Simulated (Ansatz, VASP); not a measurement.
# HgTe: VASP beside Ansatz

Contents of POSCAR:

```
HgTe
1.0
    0.0000000000      3.3973711817      3.2891578872
    3.3973711817      0.0000000000      3.2891578872
    3.3973711817      3.3973711817      0.0000000000
Hg Te
1 1
Direct
    0.0000000000      0.0000000000      0.0000000000
    0.2500000000      0.2500000000      0.2500000000
```

File INCAR.step1:

```
  ALGO = Normal
  EDIFF = 1E-4
  ENCUT = 520
  GGA = PE
  ISMEAR = -1
  LASPH = True
  LCHARG = False
  LREAL = False
  LWAVE = True
  NBANDS = 16
  NELM = 60
  PREC = Accurate
  SIGMA = 0.02
```

File INCAR.step2:

```
  ALGO = Normal
  EDIFF = 1E-7
  ENCUT = 520
  ISIF = 2
  ISMEAR = -1
  ISTART = 1
  LASPH = True
  LCHARG = False
  LMIXTAU = True
  LREAL = False
  LWAVE = False
  METAGGA = R2SCAN
  NBANDS = 16
  NELM = 60
  PREC = Accurate
  SIGMA = 0.02
```

The input KPOINTS:

```
k-points
0
Gamma
  6 6 6
```

Input for Ansatz:

```yaml
crystal:
  lattice:
    - [0.0, 3.3973711817, 3.2891578872]
    - [3.3973711817, 0.0, 3.2891578872]
    - [3.3973711817, 3.3973711817, 0.0]
  atoms:
    - { symbol: Hg, position: [0.0, 0.0, 0.0] }
    - { symbol: Te, position: [0.25, 0.25, 0.25] }
kpoints:
  mp_grid: { grid: [6, 6, 6] }
  band_path:
    path:
      - [0.0, 0.0, 0.0]
      - [-0.5, -0.5, 0.0]
      - [-0.375, -0.375, 0.25]
      - [-0.375, 0.0, 0.375]
      - [0.0, 0.0, 0.5]
      - [-0.5, -0.25, 0.25]
      - [-0.02474, 0.0, -0.02474]
    npoints: 1
hamiltonian:
  xc: r2scan
scf:
  occupations: { method: fermi_dirac, width: 0.02 }
  n_extra_bands: 4
output:
  forces: true
  stress: true
  eigenvalues: true
```

Change from the starting cell: biaxial_xy strain +3.3%.

Alike in both runs: task single point; functional r2SCAN; k mesh 6 × 6 × 6; occupations fermi-dirac, width 0.02 eV; no spin polarisation.

|  | VASP | Ansatz |
| --- | --- | --- |
| version | VASP 6.6.1 | Ansatz 0.2.0 |
| potentials or method | VASP PAW PBE potentials, release 64 (Hg, Te) | plane waves, PAW |
| plane-wave cutoff (eV) | 520 | 500 |
| valence electrons in the cell | 18 | 36 |

```csv
,VASP,Ansatz,Ansatz less VASP
pressure (GPa),-2.2,-2.2,-0.04
largest component of the traceless stress (GPa),0.32,0.32,-0.001
```

The two sets of potentials don't hold the same shells in valence.

Caveats: the PAW data sets were made with another functional, which shifts forces and pressure a little (VASP); spin-orbit coupling is left out, which moves the levels of the heavy elements.
